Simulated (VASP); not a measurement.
**Te: single point with RPBE**

Crystal: Te.

```
CELL_PARAMETERS angstrom
3.23042 0.00000 0.00000
0.00000 3.23042 0.00000
0.00000 0.00000 3.23042
ATOMIC_POSITIONS crystal
Te 0.00000 0.00000 0.00000
```

This isn't the form of Te at room conditions, which is trigonal, of chains.

```yaml
Program: VASP 6.6.1
Task: single point
Functional: RPBE
Potentials_or_basis: VASP PAW PBE potentials, release 64 (Te)
Cutoff: 520 eV
k_mesh: 11 × 11 × 11
Occupations: fermi-dirac, width 0.1 eV
Spin: no spin polarisation
Dipole_correction: no
Further_INCAR_settings: ALGO = Normal; EDIFF = 1e-07; NBANDS = 9
```

```json
{
 "Pressure": "-0.1 GPa",
 "Band gap on the k mesh": "none (metal or under the smearing width)"
}
```

Levels at points of the mesh, in eV from the Fermi level:
```
           k point  band 1  band 2  band 3  band 4  band 5  band 6  band 7
(0.00, 0.00, 0.00)  -13.36    1.15    1.15    1.15    6.06    6.06    6.54
```

It took 6.1 s on 1 thread of AMD EPYC 9R45 96-Core Processor (Zen 5) (shared host), peak memory 0.11 GiB.

Caveat: the PAW data sets were made with another functional, which shifts forces and pressure a little. The run has no spin-orbit coupling, so splittings on Te are missing.
